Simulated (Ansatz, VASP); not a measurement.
# HfMo2: VASP beside Ansatz, part 2 of 2

One calculation is typed for both programs; each brings its own data sets. How far apart do they land? The cell is taken from a series of runs on this material, whose earlier steps may have relaxed, scaled, displaced or heated it; both programs get it as it stands.

VASP 6.6.1 and Ansatz 0.2.0.

So far: The starting structure; VASP: relaxation of cell and atoms, r2SCAN with rVV10.

## (3) Ansatz: relaxation of cell and atoms, r2SCAN with rVV10

Level of this step: Ansatz beside VASP: Kohn-Sham DFT, plane waves, r2SCAN with rVV10 (Ansatz).

Ansatz runs on its PAW soft_1 files.

The same cell, functional, mesh and smearing now go to Ansatz, which takes its cutoff from its data sets.

Contents of input.yaml:

```yaml
crystal:
  lattice:
    - [0.0, 3.775, 3.775]
    - [3.775, 0.0, 3.775]
    - [3.775, 3.775, 0.0]
  atoms:
    - { symbol: Hf, position: [0.0, 0.0, 0.0] }
    - { symbol: Hf, position: [0.25, 0.25, 0.25] }
    - { symbol: Mo, position: [0.625, 0.625, 0.625] }
    - { symbol: Mo, position: [0.125, 0.625, 0.625] }
    - { symbol: Mo, position: [0.625, 0.625, 0.125] }
    - { symbol: Mo, position: [0.625, 0.125, 0.625] }
kpoints:
  mp_grid: { grid: [8, 8, 8] }
scf:
  occupations: { method: fermi_dirac, width: 0.05 }
hamiltonian:
  xc: r2scan
  pseudopotentials: { kind: paw, azcp: { folder: soft_1 } }
  dispersion: rvv10
relax:
  f_tol: 0.01
  max_steps: 60
  cell: { stress_tol: 0.02 }
output:
  forces: true
  stress: true
```

Launch:

```sh
$ ansatz run input.yaml --threads 4 --pin off --max-ram 10240MiB --backend cpu --events-out ev --progress --plain --runs-dir out
```

Numbers of over 12 decimals in the logs are rounded to 6 here.

Log:

```text
Engine: ansatz 0.2.0, aarch64-unknown-linux-gnu
Pseudopotentials: kind: paw
Pseudopotential: Hf, paw, valence charge 26, recommended cutoff 500 eV (meta_gga), soft_1/Hf.paw.azcp
Pseudopotential: Mo, paw, valence charge 14, recommended cutoff 500 eV (meta_gga), soft_1/Mo.paw.azcp
Functional definition: r2SCAN+rVV10
  parameter k0 = 0.174
  parameter k1 = 0.065
  parameter a1 = 4.9479
  exchange = r2scan_x(k0 = k0, k1 = k1, a1 = a1)
  correlation = r2scan_c + rvv10(11.95, 0.0093)
Crystal: 6 atoms, lattice volume = 107.592 Å³
Basis set: ecut = 500 eV, 2733 PW (Γ), exchange–correlation on 180×180×180 points (64 copies of the dense FFT grid, shifted against one another)
Bands: 65, of which v1, the nominal top of the filled ones, is band 54 counted from 1 (53 counted from 0)
Symmetry: 48 space group operations
Space group: Fd-3m (ITA 227), of the structure as read, at distance tolerance 4.8e-5 Å
k-points: 29 of 512
Non-local potential: Hf, projectors of the file, l = 0: 3, l = 1: 2, l = 2: 2, l = 3: 3
Non-local potential: Mo, projectors of the file, l = 0: 3, l = 1: 2, l = 2: 2, l = 3: 1
PAW form: soft (Blöchl's): semilocal exchange-correlation on the pseudo side does not see the compensation charge
rVV10 density: all electrons in the spheres
PAW frozen core: Hf, regenerated for the run's functional (the file was generated under x = pbe(κ = 0.804, μ = 0.219515), c = pbe(β = 0.066725))
PAW frozen core: Mo, regenerated for the run's functional (the file was generated under x = pbe(κ = 0.804, μ = 0.219515), c = pbe(β = 0.066725))
PAW one-centre angular grid: Hf, 974 points (default); XC on 224 Gauss nodes
PAW one-centre angular grid: Mo, 590 points (default); XC on 160 Gauss nodes
Initial density: superposition of atomic densities (chi_scale 0.1, normalization cell, long waves kept (reshape's long-wave potential 0.00 eV rms))
Initial wavefunctions: pseudopotential atomic-orbital guess
Functional: x = r2scan, c = r2scan + rvv10(b = 11.95, C = 0.0093); τ floored in thin density (d = 2e-4 eV/Å³)
SCF iter   1: F=—  HF=-51346.300182 eV  |F-HF|=—  |Δ(HF+E_count)|=         —  Δρ=2.10e-1  dr2=1.35e2  dr2_τ=4.27e0  ethr=3.10e-3  ⟨swp⟩=5.4  Hψ=5528  notcnv=0  defer=15
preconditioner: auto → Kerker (q_TF=auto, 2.730 Å⁻¹)  [metal: Δε(μ)=0.041 eV  Ē_g=11.709 eV  σ=0.050 eV  W_gap=0.20  n_scr=26 (ndim 8)  ℏωp=27.7 eV  f_vac=0.000  D(μ)=3.95/eV (n_scr^D=26)]
SCF iter   2: F=—  HF=-51327.266834 eV  |F-HF|=—  |Δ(HF+E_count)|=    1.90e1  Δρ=4.61e-2  dr2=2.51e0  dr2_τ=3.57e0  ethr=3.10e-3  ⟨swp⟩=3.5  Hψ=4302  notcnv=0  defer=47
SCF iter   3: F=—  HF=-51327.667862 eV  |F-HF|=—  |Δ(HF+E_count)|=   4.01e-1  Δρ=2.75e-2  dr2=6.62e-1  dr2_τ=5.47e-2  ethr=2.33e-3  ⟨swp⟩=3.0  Hψ=4223  notcnv=0  defer=48
SCF iter   4: F=—  HF=-51327.609042 eV  |F-HF|=—  |Δ(HF+E_count)|=   5.88e-2  Δρ=1.50e-2  dr2=1.60e-1  dr2_τ=1.72e-2  ethr=6.13e-4  ⟨swp⟩=2.9  Hψ=3750  notcnv=0  defer=48
SCF iter   5: F=—  HF=-51327.713767 eV  |F-HF|=—  |Δ(HF+E_count)|=   1.05e-1  Δρ=5.00e-3  dr2=4.32e-2  dr2_τ=1.86e-3  ethr=1.48e-4  ⟨swp⟩=2.0  Hψ=3688  notcnv=0  defer=48
SCF iter   6: F=—  HF=-51327.708514 eV  |F-HF|=—  |Δ(HF+E_count)|=   5.25e-3  Δρ=1.66e-3  dr2=4.07e-3  dr2_τ=8.14e-5  ethr=4.00e-5  ⟨swp⟩=2.0  Hψ=2166  notcnv=0  defer=48
SCF iter   7: F=—  HF=-51327.708348 eV  |F-HF|=—  |Δ(HF+E_count)|=   1.66e-4  Δρ=4.06e-4  dr2=3.03e-4  dr2_τ=9.68e-6  ethr=3.77e-6  ⟨swp⟩=2.0  Hψ=3417  notcnv=0  defer=48
SCF iter   8: F=—  HF=-51327.708267 eV  |F-HF|=—  |Δ(HF+E_count)|=   8.08e-5  Δρ=1.62e-4  dr2=5.20e-5  dr2_τ=3.98e-6  ethr=2.81e-7  ⟨swp⟩=2.0  Hψ=3375  notcnv=0  defer=48
SCF iter   9: F=—  HF=-51327.708499 eV  |F-HF|=—  |Δ(HF+E_count)|=   2.32e-4  Δρ=3.09e-5  dr2=3.25e-6  dr2_τ=6.83e-8  ethr=4.81e-8  ⟨swp⟩=2.0  Hψ=2914  notcnv=0  defer=48
SCF iter  10: F=—  HF=-51327.708499 eV  |F-HF|=—  |Δ(HF+E_count)|=   4.09e-7  Δρ=6.88e-6  dr2=1.21e-7  dr2_τ=5.72e-9  ethr=3.01e-9  ⟨swp⟩=2.1  Hψ=2931  notcnv=0  defer=48
SCF iter  11: F=-51327.708499 eV  HF=-51327.708499 eV  |F-HF|=3.27e-10  |Δ(HF+E_count)|=  7.28e-12  Δρ=8.92e-7  dr2=4.57e-10  dr2_τ=7.85e-11  ethr=9.26e-11  ⟨swp⟩=4.0  Hψ=6569  notcnv=0
SCF 1 converged in 11 iterations: F = -51327.708499 eV  dr2 = 4.57e-10
  greatest PAW one-centre occupation: 1.000 electrons in one spin orbital (limit 2), on the Mo atom at site 5 (counted from 0), in its partial waves of l = 0
relax step   1: F+E_penalty+E_count = -51327.70849888 eV  Δ(F+E_penalty+E_count) = +0.000e0 eV  max|allowed force component| = 6.939e-18 eV/Å  Δτ_max = 0.0000 Å  P = -1.950 GPa  Ω = 107.592 Å³  (11 SCF iters, dr2 threshold 1.00e-7 eV, accepted)
[...]
relax step   2: F+E_penalty+E_count = -51327.69047782 eV  Δ(F+E_penalty+E_count) = +1.802e-2 eV  max|allowed force component| = 3.315e-17 eV/Å  Δτ_max = 0.0000 Å  P = +4.092 GPa  Ω = 104.611 Å³  energy of the carried Pulay correction = +5.996e-4 eV  (6 SCF iters, dr2 threshold 6.00e-7 eV, rejected (line search))
[...]
relax step   3: F+E_penalty+E_count = -51327.71487318 eV  Δ(F+E_penalty+E_count) = -6.374e-3 eV  max|allowed force component| = 4.934e-17 eV/Å  Δτ_max = 0.0000 Å  P = -0.054 GPa  Ω = 106.612 Å³  energy of the carried Pulay correction = +1.954e-4 eV  (10 SCF iters, accepted)
[...]
relax step   4: F+E_penalty+E_count = -51327.71488345 eV  Δ(F+E_penalty+E_count) = -1.027e-5 eV  max|allowed force component| = 1.850e-17 eV/Å  Δτ_max = 0.0000 Å  P = +0.001 GPa  Ω = 106.584 Å³  energy of the carried Pulay correction = +2.010e-4 eV  (5 SCF iters, dr2 threshold 7.42e-9 eV, accepted)
[...]
relax step   5: F+E_penalty+E_count = -51327.71469829 eV  Δ(F+E_penalty+E_count) = +1.852e-4 eV  max|allowed force component| = 2.005e-17 eV/Å  Δτ_max = 0.0000 Å  P = +0.000 GPa  Ω = 106.584 Å³  stress off target by 2.25e-4 GPa  SCF on the basis re-selected at this cell (its energy is not comparable with the rows above)  (6 SCF iters)
basis re-selected at this cell: Δ(F+E_penalty+E_count) = +1.852e-4 eV, ΔP = -0.001 GPa vs the last step (what re-selecting the basis moved, of the pressure what is left beyond the Pulay correction that the steps carried, after the strain that the cell walked since its last selection, with what the two solves' SCF thresholds leave and, on support functions, any second-order correction that the steps lacked; it is no m [...]
SCF converged after 6 iterations
Free energy (F): -51327.714698 eV
Harris-Foulkes:  -51327.714698 eV  (|F-HF|=7.28e-12)
Internal energy: -51327.698735 eV  (E = F + TS)
E sigma→0 (E₀):  -51327.706717 eV
Entropy (-TS):   -0.015963 eV (-2.661 meV/atom)
Fermi energy:    19.476341 eV
--- Per-component energies (eV) ---
  E_band       = -290.254938
  E_kinetic    = 2500.493258
  E_local      = -16007.282808  (includes V_loc(G=0)·N_el)
  E_nonlocal   = 705.314733
  E_hartree    = 7365.999395
  E_xc         = -1175.250922
  E_vxc        = -1541.191931  (∫ρ·V_xc dr)
  E_paw        = -28354.702126  (= ΣΔE_a)
  E_vpaw       = -773.334026  (= ΣTr[D̂ρ^β])
  E_aug_tail   = 0.000187  (compensation charges beyond the density's cutoff)
  E_vtau       = 93.746803  (kinetic-family band-sum trace: ∫τ·v_τ [+ j·A + Jᵃ·Aᵃ] dr)
  E_ewald      = -16362.028757
  E_core_change = -0.241696  (= ΣΔE_core)
  E_smearing   = -0.015963  (= −TS)
  E_closure    = 0.000000  (closes the sum)
  Σ components = -51327.714698   (vs F -51327.714698, Δ=0.00e0)
--- Forces (eV/Å), atoms counted from 1 ---
  atom   1  Hf    -0.00000000     0.00000000     0.00000000
  atom   2  Hf    -0.00000000    -0.00000000     0.00000000
  atom   3  Mo     0.00000000     0.00000000     0.00000000
  atom   4  Mo    -0.00000000     0.00000000     0.00000000
  atom   5  Mo    -0.00000000    -0.00000000     0.00000000
  atom   6  Mo    -0.00000000     0.00000000     0.00000000
  max |Σ_I F_I| component: 1.85e-17 eV/Å
--- Stress (GPa, compression-positive) ---
        0.000225       0.000000       0.000000
        0.000000       0.000225       0.000000
        0.000000       0.000000       0.000225
  P = ⅓ Tr σ = 0.0002 GPa (0.002 kbar)
--- Relaxed structure (4 steps of the walk, 3 accepted, 1 SCFs on fresh bases) ---
  F+E_penalty+E_count = -51327.71469829 eV   max|allowed force component| = 2.005e-17 eV/Å   (the final SCF, on the basis selected at the relaxed cell)
  cell:  # Å, volume = 106.5837 Å³
    - [0, 3.763168, 3.763168]
    - [3.763168, 0, 3.763168]
    - [3.763168, 3.763168, 0]
  atoms:
    - { symbol: Hf, position: [0, 0, 0] }
    - { symbol: Hf, position: [0.25, 0.25, 0.25] }
    - { symbol: Mo, position: [0.625000, 0.625000, 0.625000] }
    - { symbol: Mo, position: [0.125000, 0.625000, 0.625] }
    - { symbol: Mo, position: [0.625000, 0.625000, 0.125000] }
    - { symbol: Mo, position: [0.625000, 0.125000, 0.625] }
```

Reading the cycles: dr2 is the Hartree energy of the density residual (eV), the measure of convergence; HF is the Harris–Foulkes estimate of the energy, which meets the free energy F at convergence.

## (4) Side by side

Known differences besides the potentials themselves: VASP keeps PBE cores, Ansatz makes them for the functional; the data sets hold 108 valence electrons in Ansatz (on its PAW soft_1 files) and 76 in VASP; the cutoff is 500 eV in Ansatz and 550 eV in VASP; Ansatz adds a Pulay correction to the stress that steers its cell, VASP none. Total energies have different zeros and are not compared.

Compared:

| quantity | Ansatz | VASP | difference |
| --- | --- | --- | --- |
| volume (Å³) | 106.58 | 106.84 | -0.24 % |
| edge a after relaxation, in the typed setting (Å) | 5.322 | 5.326 | -0.08 % |

## (5) Summary of results

```
difference in volume (relaxation of cell and atoms, r2SCAN with rVV10) : -0.24 %
```

The difference in volume is -0.24 % (relaxation of cell and atoms, r2SCAN with rVV10), within the 1.2 % picked in this series as the mark of a large difference, as far as the stopping tolerances let one tell. The data sets hold unlike numbers of valence electrons (108 in Ansatz and 76 in VASP), so part of the differences comes from the potentials. Such differences can come from data sets, numerical settings and the points named under the comparisons, not from the functional's error against experiment.

[Lines on the potential files, build, host, timing and source positions are cut from VASP's logs without a mark.]

[Logs are printed without paths, hosts, clocks, repeated set-up lines and the standing remarks that a program may print on its own settings, such as how far it seeks lower states.]

[Hosts, paths, dates, database ids (printed as entryN), source tags and the programs' standing remarks are cut or masked in the printed files.]
